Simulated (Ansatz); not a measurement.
# BaS (Fm-3m): converging a phonon calculation, part 4 of 4

How do the frequencies of BaS (Fm-3m) move with q mesh, k mesh and cutoff?

Ansatz 0.2.0; DFT LDA, scalar-relativistic, plane waves, PAW; PAW set soft_1.

So far. Step 11 (Another k mesh, q mesh 2×2×2): The highest optical mode at the zone centre (no LO-TO term) is 151.4 cm⁻¹, +0.0 cm⁻¹ against the base run. Step 12 (Another k mesh, k-mesh 12×12×12, q mesh 2×2×2): The highest optical mode at the zone centre (no LO-TO term) is 151.4 cm⁻¹, +0.0 cm⁻¹ against the base run. The relaxed cell has a = 6.272 Å (conventional setting).

### 16. Another cutoff, cutoff 290 eV, q mesh 2×2×2

The cutoff is set to 290 eV on a small fixed q mesh.

input.yaml reads:

```yaml
crystal:
  lattice:
    - [0.0, 3.1357693422, 3.1357693422]
    - [3.1357693422, 0.0, 3.1357693422]
    - [3.1357693422, 3.1357693422, 0.0]
  atoms:
    - { symbol: Ba, position: [0.0, 0.0, 0.0] }
    - { symbol: S, position: [0.5, 0.5, 0.5] }
kpoints:
  mp_grid: { grid: [8, 8, 8] }
hamiltonian:
  xc: lda
  pseudopotentials: { kind: paw, azcp: { folder: soft_1 }, xc_functional: pbe }
scf:
  occupations: { method: fixed }
output:
  eigenvalues: true
phonons:
  method: dfpt
  qmesh: [2, 2, 2]
  temperatures: { t_max: 1000, t_step: 50 }
  qpath:
    path:
      - [[0.0, 0.0, 0.0], [0.5, 0.0, 0.5], [0.625, 0.25, 0.625]]
      - [[0.375, 0.375, 0.75], [0.0, 0.0, 0.0], [0.5, 0.5, 0.5], [0.5, 0.25, 0.75], [0.5, 0.0, 0.5]]
    npoints: 10
basis:
  ecutwfc: 290
```

The run is started by

```console
$ ansatz run input.yaml --threads 4 --pin off --max-ram 10240MiB --backend cpu --events-out ev --progress --plain --runs-dir out
```

Numbers of over 12 decimals in the logs are rounded to 6 here.

The program printed:

```text
[...]
Crystal: 2 atoms, lattice volume = 61.668 Å³
Basis set: ecut = 290 eV, 701 PW (Γ), exchange–correlation on 50×50×50 points (8 copies of the dense FFT grid, shifted against one another)
Bands: 12, of which v1, the nominal top of the filled ones, is band 8 counted from 1 (7 counted from 0)
Symmetry: 48 space group operations
k-points: 29 of 512
[...]
SCF iter   1: F=—  HF=-6653.697211 eV  |F-HF|=—  |Δ(HF+E_count)|=         —  Δρ=2.24e-2  dr2=5.44e-1  ethr=3.10e-3  ⟨swp⟩=5.5  Hψ=2018  notcnv=0  defer=25
[...]
SCF iter   9: F=-6653.503170 eV  HF=-6653.503170 eV  |F-HF|=2.73e-12  |Δ(HF+E_count)|=  2.64e-11  Δρ=1.37e-8  dr2=1.85e-13  ethr=1.00e-12  ⟨swp⟩=8.3  Hψ=2430  notcnv=0
SCF 1 converged in 9 iterations: F = -6653.503170 eV  dr2 = 1.85e-13
[...]
k-points: 59 of 512 (irreducible under 8 space group operations, time reversal used)
[...]
SCF iter   3: F=-6653.503170 eV  HF=-6653.503170 eV  |F-HF|=5.46e-12  |Δ(HF+E_count)|=  1.27e-11  Δρ=2.92e-7  dr2=1.83e-11  ethr=1.00e-12  ⟨swp⟩=1.0  Hψ=1652  notcnv=0
SCF 2 converged in 3 iterations: F = -6653.503170 eV  dr2 = 1.83e-11
[...]
SCF converged after 9 iterations
Free energy (F): -6653.503170 eV
[...]
Internal energy: -6653.503170 eV  (E = F + TS)
E sigma→0 (E₀):  -6653.503170 eV
Fermi energy:    6.086056 eV
[...]
--- Band table (eV; the first three rows and the last of 29) ---
  k-point 0: bands = [... 4 lower, -4.2459, 6.0861, 6.0861, 6.0861, 9.7634, 9.9131, 9.9131, 9.9131]
  k-point 1: bands = [... 4 lower, -3.7835, 5.6508, 5.8653, 5.8653, 9.8832, 10.1478, 10.1478, 10.3907]
  k-point 2: bands = [... 4 lower, -3.2345, 4.8680, 5.4295, 5.4295, 10.0732, 10.8157, 10.8157, 11.6549]
  k-point 28: bands = [... 4 lower, -3.4207, 4.9126, 5.6837, 5.6837, 10.2655, 10.2655, 12.6502, 13.1273]
[...]
ASR residual: 1.389e-5 → 0.000e0 eV/Å²; symmetrization residual: 6.628e-6 eV/Å²
  ASR residual per site (eV/Å²): 1.39e-5 1.31e-5
  Γ frequencies (cm⁻¹): 0.00 0.00 0.00 151.61 151.61 151.61
[...]
ε∞ (high-frequency dielectric tensor):
        5.113064     0.000000     0.000000
        0.000000     5.113064     0.000000
        0.000000     0.000000     5.113064
[...]
Born effective charges Z* (e; rows j = field, columns β = displacement):
    site 0:
         2.63023    0.00000    0.00000
         0.00000    2.63023    0.00000
         0.00000    0.00000    2.63023
    site 1:
        -2.63023   -0.00000   -0.00000
         0.00000   -2.63023   -0.00000
         0.00000   -0.00000   -2.63023
  Z* charge neutrality: 2.879e-5 e pre-enforcement
[...]
optical modes at Γ without the LO–TO term, one row a degenerate level:
      ω (cm⁻¹)  modes    IR ((D/Å)²/amu)
        151.61      3            18.4218
  optical modes at Γ + LO–TO along q̂ = [1.0000, 0.0000, 0.0000]:
      ω (cm⁻¹)  modes    IR ((D/Å)²/amu)
        151.61      2            12.2812
        254.01      1             6.1406
  optical modes at Γ + LO–TO along q̂ = [0.0000, 1.0000, 0.0000]:
      ω (cm⁻¹)  modes    IR ((D/Å)²/amu)
        151.61      2            12.2812
        254.01      1             6.1406
  optical modes at Γ + LO–TO along q̂ = [0.0000, 0.0000, 1.0000]:
      ω (cm⁻¹)  modes    IR ((D/Å)²/amu)
        151.61      2            12.2812
        254.01      1             6.1406
--- Phonons (arbitrary-q DFPT): 3 irreducible q on the 2×2×2 mesh ---
[...]
interpolated dispersion: 63 rows × 6 modes
[...]
```

Elapsed: 9.2 s, on 4 threads of Intel Xeon Platinum 8488C (Sapphire Rapids), shared host; peak memory 0.55 GiB.

The run finished; it serves as a test, and its numbers are not taken as the result.

### 17. Another cutoff, cutoff 360 eV, q mesh 2×2×2

The cutoff is set to 360 eV on a small fixed q mesh.

input.yaml: that of step 16 with these lines changed.

```diff
@@ -27,2 +27,2 @@
 basis:
-  ecutwfc: 290
+  ecutwfc: 360
```

The program printed:

```text
[...]
Crystal: 2 atoms, lattice volume = 61.668 Å³
Basis set: ecut = 360 eV, 941 PW (Γ), exchange–correlation on 60×60×60 points (8 copies of the dense FFT grid, shifted against one another)
Bands: 12, of which v1, the nominal top of the filled ones, is band 8 counted from 1 (7 counted from 0)
Symmetry: 48 space group operations
k-points: 29 of 512
[...]
optical modes at Γ + LO–TO along q̂ = [0.0000, 1.0000, 0.0000]:
      ω (cm⁻¹)  modes    IR ((D/Å)²/amu)
        151.14      2            12.2885
        253.59      1             6.1442
  optical modes at Γ + LO–TO along q̂ = [0.0000, 0.0000, 1.0000]:
      ω (cm⁻¹)  modes    IR ((D/Å)²/amu)
        151.14      2            12.2885
        253.59      1             6.1442
--- Phonons (arbitrary-q DFPT): 3 irreducible q on the 2×2×2 mesh ---
[...]
interpolated dispersion: 63 rows × 6 modes
[...]
[key lines of the parts left out:]
SCF converged after 9 iterations
Free energy (F): -6653.575524 eV
Fermi energy:    6.084790 eV
```

It took 11 s on 4 threads; peak memory 0.62 GiB.

Frequencies (cm⁻¹) solved at each irreducible wavevector; negative means imaginary. Frequencies by wavevector, by row:

```csv
q in reciprocal lattice units,star,mode 1,mode 2,mode 3,mode 4,mode 5,mode 6
0 0 0,1,0,0,0,151.1,151.1,151.1
0 0 -0.5,4,77.6,77.6,137,173.3,173.3,227.9
0 -0.5 -0.5,3,62.9,62.9,105.5,160,160,177.7
```

The highest optical mode at the zone centre (no LO-TO term) is 151.1 cm⁻¹, -0.3 cm⁻¹ against the base run.

### 18. Another cutoff, cutoff 550 eV, q mesh 2×2×2

The cutoff is set to 550 eV on a small fixed q mesh.

input.yaml: that of step 17 with these lines changed.

```diff
@@ -27,2 +27,2 @@
 basis:
-  ecutwfc: 360
+  ecutwfc: 550
```

The program printed:

```text
[...]
Crystal: 2 atoms, lattice volume = 61.668 Å³
Basis set: ecut = 550 eV, 1807 PW (Γ), exchange–correlation on 72×72×72 points (8 copies of the dense FFT grid, shifted against one another)
Bands: 12, of which v1, the nominal top of the filled ones, is band 8 counted from 1 (7 counted from 0)
Symmetry: 48 space group operations
k-points: 29 of 512
[...]
optical modes at Γ + LO–TO along q̂ = [0.0000, 1.0000, 0.0000]:
      ω (cm⁻¹)  modes    IR ((D/Å)²/amu)
        151.36      2            12.2860
        253.74      1             6.1430
  optical modes at Γ + LO–TO along q̂ = [0.0000, 0.0000, 1.0000]:
      ω (cm⁻¹)  modes    IR ((D/Å)²/amu)
        151.36      2            12.2860
        253.74      1             6.1430
--- Phonons (arbitrary-q DFPT): 3 irreducible q on the 2×2×2 mesh ---
[...]
interpolated dispersion: 63 rows × 6 modes
[...]
[key lines of the parts left out:]
SCF converged after 9 iterations
Free energy (F): -6653.582860 eV
Fermi energy:    6.082545 eV
```

It took 20 s on 4 threads; peak memory 0.75 GiB.

Frequencies (cm⁻¹) solved at each irreducible wavevector; negative means imaginary. Frequencies by wavevector, by row:

```csv
q in reciprocal lattice units,star,mode 1,mode 2,mode 3,mode 4,mode 5,mode 6
0 0 0,1,0,0,0,151.4,151.4,151.4
0 0 -0.5,4,77.7,77.7,137,173.4,173.4,228.1
0 -0.5 -0.5,3,62.9,62.9,105.4,160.2,160.2,177.8
```

The highest optical mode at the zone centre (no LO-TO term) is 151.4 cm⁻¹, -0.1 cm⁻¹ against the base run.

### 19. Results

* mean frequency, q mesh 2×2×2: 133 cm⁻¹
* mean frequency, q mesh 3×3×3: 133 cm⁻¹
* mean frequency, q mesh 6×6×6: 134 cm⁻¹
* highest optical mode at the zone centre (no LO-TO term), k-mesh 2×2×2: -134 cm⁻¹
* highest optical mode at the zone centre (no LO-TO term), k-mesh 4×4×4: 146 cm⁻¹
* highest optical mode at the zone centre (no LO-TO term), k-mesh 6×6×6: 151 cm⁻¹
* highest optical mode at the zone centre (no LO-TO term), k-mesh 8×8×8: 151 cm⁻¹
* highest optical mode at the zone centre (no LO-TO term), k-mesh 12×12×12: 151 cm⁻¹
* highest optical mode at the zone centre (no LO-TO term), cutoff 170 eV: 139 cm⁻¹
* highest optical mode at the zone centre (no LO-TO term), cutoff 230 eV: 161 cm⁻¹
* highest optical mode at the zone centre (no LO-TO term), cutoff 290 eV: 152 cm⁻¹
* highest optical mode at the zone centre (no LO-TO term), cutoff 360 eV: 151 cm⁻¹
* highest optical mode at the zone centre (no LO-TO term), cutoff 550 eV: 151 cm⁻¹

**Reading.** Over the whole q mesh series, coarse runs included, the mean frequency runs from 133.2 to 133.5 cm⁻¹; from 2×2×2 on it stays within 0.3 cm⁻¹ of the finest run (6×6×6), against a tolerance of 1.3. The k mesh changes along this series too, so part of the change is its. Over the whole k mesh series, coarse runs included, the lowest mode on the q mesh (acoustic modes at Γ apart) runs from -133.5 to 62.9 cm⁻¹; from 6×6×6 on all solved modes stay within 0.4 cm⁻¹ of the finest run (12×12×12), against a tolerance of 2.3. Over the whole cutoff series, coarse runs included, the lowest mode on the q mesh (acoustic modes at Γ apart) runs from 62.6 to 64.0 cm⁻¹; from 290 eV on all solved modes stay within 0.4 cm⁻¹ of the finest run (550 eV), against a tolerance of 2.3. All runs share the cell relaxed at the base settings, which is not exactly at rest under another k mesh or cutoff. Spin-orbit coupling is left out, which can matter for the heavy elements here. The PAW files were made for PBE and serve the other functionals too. These are harmonic frequencies at zero temperature: anharmonic shifts, linewidths and thermal expansion are left out.

[Logs are printed without paths, hosts, clocks, repeated set-up lines and the standing remarks that a program may print on its own settings, such as how far it seeks lower states.]

[Hosts, paths, dates, database ids (printed as entryN), source tags and the programs' standing remarks are cut or masked in the printed files.]
